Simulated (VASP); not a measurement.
A VASP 6.6.1 single-point calculation on LiF

INCAR

```
IBRION = -1
ENCUT = 520
LASPH = .TRUE.
NBANDS = 12
ISMEAR = -4
ISIF = 2
NELM = 98
EDIFF = 1E-7
SIGMA = 0.05
METAGGA = R2SCAN
PREC = Accurate
ALGO = Fast
LREAL = .FALSE.
NSW = 0
LWAVE = .FALSE.
LCHARG = .FALSE.
```

KPOINTS

```
KPOINTS created by Atomic Simulation Environment
0
Gamma
10 10 10
0 0 0
```

POSCAR

```
Li F
 1.0000000000000000
    -0.0186235506000000    1.9961969043000001    1.9961969043000001
     1.9961969043000001   -0.0186235506000000    1.9961969043000001
     1.9961969043000001    1.9961969043000001   -0.0186235506000000
 Li  F
   1   1
Cartesian
  0.0000000000000000  0.0000000000000000  0.0000000000000000
  1.9868851289999998  1.9868851289999998  1.9868851289999998
```

The recommended PBE PAW datasets give the neutral cell 10 valence electrons.

Command

```
mpirun -np 1 vasp_std
```

Task: How does this run end, and what does it give?

Result: It converged. Results: gap between bands v and c on the k mesh 10.34 eV; least direct gap on the k mesh 10.34 eV; pressure -2.0 GPa. Band v is the last that the valence electrons fill when counted band by band, and c is the next.

OSZICAR

```
N       E                     dE             d eps       ncg     rms          rms(c)
DAV:   1     0.274907071914E+02    0.27491E+02   -0.55555E+03  2928   0.864E+02
DAV:   2    -0.139211628880E+02   -0.41412E+02   -0.40556E+02  3372   0.193E+02
DAV:   3    -0.149614028574E+02   -0.10402E+01   -0.10367E+01  3828   0.268E+01
DAV:   4    -0.149729261844E+02   -0.11523E-01   -0.11522E-01  3172   0.270E+00
DAV:   5    -0.149730505393E+02   -0.12435E-03   -0.12435E-03  3956   0.217E-01    0.389E+00
RMM:   6    -0.118992217526E+02    0.30738E+01   -0.35871E-01  2931   0.462E+00    0.150E+00
RMM:   7    -0.119034887467E+02   -0.42670E-02   -0.26004E-01  3402   0.408E+00    0.120E+00
RMM:   8    -0.121646749328E+02   -0.26119E+00   -0.67005E-01  3225   0.675E+00    0.353E+00
RMM:   9    -0.119017538781E+02    0.26292E+00   -0.39235E-01  2947   0.449E+00    0.234E-01
RMM:  10    -0.119006900464E+02    0.10638E-02   -0.15246E-02  3688   0.128E+00    0.291E-02
...
RMM:  17    -0.119008661898E+02    0.80834E-06   -0.32676E-06  4085   0.128E-02    0.164E-03
RMM:  18    -0.119008705524E+02   -0.43626E-05   -0.13646E-06  3645   0.906E-03    0.341E-03
RMM:  19    -0.119008630444E+02    0.75080E-05   -0.73626E-07  3645   0.829E-03    0.834E-04
RMM:  20    -0.119008614561E+02    0.15883E-05   -0.34666E-07  3517   0.439E-03    0.234E-04
RMM:  21    -0.119008612570E+02    0.19911E-06   -0.14751E-07  2736   0.259E-03    0.240E-04
RMM:  22    -0.119008610524E+02    0.20455E-06   -0.67435E-08  2452   0.158E-03    0.210E-04
RMM:  23    -0.119008595915E+02    0.14609E-05   -0.38876E-08  2673   0.148E-03    0.337E-04
RMM:  24    -0.119008602473E+02   -0.65578E-06   -0.90414E-09  1974   0.923E-04    0.109E-04
RMM:  25    -0.119008602950E+02   -0.47644E-07   -0.23716E-09  1485   0.349E-04
   1 F= -.11900860E+02 E0= -.11900860E+02  d E =0.000000E+00
```

For comparison, a separate r²SCAN run of the intended cell, on usual settings and not on those above, gives a gap of 10.34 eV on its mesh and a pressure of -2.0 GPa.
